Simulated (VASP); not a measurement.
Set up this calculation in VASP 6.6.1, as the native input.

| Property | Result |
| --- | --- |
| Task | relaxation of cell and atoms |
| Functional | optB88-vdW |
| Potentials or basis | VASP PAW PBE potentials, release 64 (Os) |
| Cutoff | 600 eV |
| k mesh | 11 × 11 × 6 |
| Occupations | fermi-dirac, width 0.05 eV |
| Spin | no spin polarisation |
| Further INCAR settings | ALGO = Fast; EDIFF = 1e-07; IBRION = 2; EDIFFG = -0.02; NSW = 60; ISIF = 3 |

The structure of Os lies in POSCAR:

```
Os
1.0
    2.7341000000      0.0000000000      0.0000000000
   -1.3670500000      2.3678000565      0.0000000000
    0.0000000000      0.0000000000      4.3197000000
Os
2
Direct
    0.6666666667      0.3333333333      0.7500000000
    0.3333333333      0.6666666667      0.2500000000
```

These files were run (other wordings do the same):

INCAR

```
PREC = Accurate ; ENCUT = 600
EDIFF = 1E-7 ; ISMEAR = -1
SIGMA = 0.05 ; LREAL = False
LASPH = True ; NELM = 60
ALGO = Fast ; ISIF = 3
LWAVE = False ; LCHARG = False
GGA = BO ; LUSE_VDW = True
AGGAC = 0.0 ; PARAM1 = 0.1833333333
PARAM2 = 0.22 ; IBRION = 2
NSW = 60 ; EDIFFG = -0.02
```

KPOINTS

```
regular mesh
0
Gamma
  11 11 6
```

Potentials or basis: VASP PAW PBE potentials, release 64 (Os).

Command:

```console
$ cat potpaw_PBE.64/Os/POTCAR > POTCAR
$ mpirun -np 1 vasp_std > vasp.out
```

It gave:

```
Relaxed volume                         : 14.41 Å³/atom
Relaxed cell                           : a = 2.763 Å, b = 2.763 Å, c = 4.360 Å, α = 90.00°, β = 90.00°, γ = 120.00°
Space group after relaxing (to 0.05 Å) : P6_3/mmc (No. 194)
Energy gained by relaxing              : 17.2 meV/atom
Ionic steps                            : 7
Pressure after relaxing                : 0.2 GPa
Band gap on the k mesh                 : none (metal or under the smearing width)
```

Caveat: the PAW data sets were made with another functional, which shifts forces and pressure a little.

Run time: 4.1 min on 1 thread of Intel(R) Xeon(R) 6975P-C (Granite Rapids), with other jobs on the host, peak memory 0.33 GiB.
